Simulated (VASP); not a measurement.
# PbSe: convergence, elastic tensor

PbSe, Fm-3m (no. 225), 2 atoms in the cell. LDA, elastic tensor by finite differences; PAW potentials Pb_d, Se (LDA set). VASP 6.6.1.

Wanted: bulk modulus within 1.5 %; shear modulus within 3 %; lowest eigenvalue of the elastic tensor within 5 %.

Geometry: relaxed with this functional.

POSCAR:
```
PbSe
1.0
    0.0000000000      3.0235909581      3.0235909581
    3.0235909581      0.0000000000      3.0235909581
    3.0235909581      3.0235909581      0.0000000000
Pb Se
1 1
Direct
    0.0000000000      0.0000000000      0.0000000000
    0.5000000000      0.5000000000      0.5000000000
```

The series start from Plane-wave cutoff (eV): 360; k mesh: 6x6x6; Precision mode: Accurate; Projectors in real space: False. Each series keeps the choices made before it, and each single choice may use up half of a tolerance.

## Plane-wave cutoff (eV)

| Plane-wave cutoff (eV) | Bulk modulus (GPa) | Shear modulus (GPa) | Lowest eigenvalue of the elastic tensor (GPa) | Time (s) |
|---|---|---|---|---|
| 240 | 58.43 | 25.05 | 9.44 | 40 |
| 290 | 46.57 | 16.28 | 2.46 | 43 |
| 360 | 49.95 | 18.94 | 4.55 | 86 |
| 430 | 48.56 | 17.69 | 3.56 | 124 |
| 530 (reference) | 48.55 | 17.73 | 3.61 | 122 |

Chosen: 430, the loosest value from which every tighter one stays within half of the tolerance.

## k mesh

| k mesh | Bulk modulus (GPa) | Shear modulus (GPa) | Lowest eigenvalue of the elastic tensor (GPa) | Time (s) |
|---|---|---|---|---|
| 6x6x6 | 48.56 | 17.69 | 3.56 | 124 |
| 8x8x8 | 54.09 | 26.15 | 11.79 | 252 |
| 10x10x10 (reference) | 56.58 | 29.28 | 14.96 | 400 |

Chosen: 10x10x10; the next looser run is off by more than half of the tolerance, so convergence isn't shown beyond this value.

## Precision mode

| Precision mode | Bulk modulus (GPa) | Shear modulus (GPa) | Lowest eigenvalue of the elastic tensor (GPa) | Time (s) |
|---|---|---|---|---|
| Accurate | 56.58 | 29.28 | 14.96 | 400 |
| Normal | 56.59 | 29.28 | 14.95 | 164 |
| Single | 56.54 | 29.18 | 14.84 | 380 |

Chosen: Normal, the fastest of those that stay within half of the tolerance.

## Projectors in real space

| Projectors in real space | Bulk modulus (GPa) | Shear modulus (GPa) | Lowest eigenvalue of the elastic tensor (GPa) | Time (s) |
|---|---|---|---|---|
| False | 56.59 | 29.28 | 14.95 | 164 |
| Auto | 56.49 | 29.45 | 15.24 | 223 |

Chosen: False; no other choice that stays within half of the tolerance saves 30 % of the time.

## All choices together

| Input | Bulk modulus (GPa) | Shear modulus (GPa) | Lowest eigenvalue of the elastic tensor (GPa) | Time (s) |
|---|---|---|---|---|
| program defaults, KSPACING-like mesh of 0.5 per A (naive) | 59.63 | 25.8 | 9.65 | 7.7 |
| chosen settings | 56.59 | 29.28 | 14.95 | 164 |
| reference settings throughout | 56.56 | 29.3 | 14.99 | 349 |

The chosen settings stay within the tolerance of the reference run, but the reference itself isn't shown to be converged in: k mesh.

## The input

INCAR:
```
PREC = Normal
ENCUT = 430
EDIFF = 1E-7
ISMEAR = 0
SIGMA = 0.02
LREAL = F
LASPH = T
ALGO = Normal
NELM = 120
LWAVE = F
LCHARG = F
GGA = CA
IBRION = 6
NFREE = 2
POTIM = 0.015
NSW = 1
ISIF = 3
KPAR = 2
```

KPOINTS:
```
Automatic mesh
0
Gamma
  10 10 10
  0 0 0
```

Commands:
```
cat potpaw_LDA.64/Pb_d/POTCAR potpaw_LDA.64/Se/POTCAR > POTCAR
mpirun -np 2 vasp_std > vasp.out
```

The chosen input took VASP 6.6.1 164 s on 2 cores (Intel Xeon Platinum 8124M @ 3.00GHz (Skylake/Cascade Lake)), a shared host.

## An input that fails: IBRION = 8, for which VASP prints no elastic tensor

It runs to its end, but its output holds no elastic tensor.

Changes against the starting input:
```
- IBRION = 6
+ IBRION = 8
```
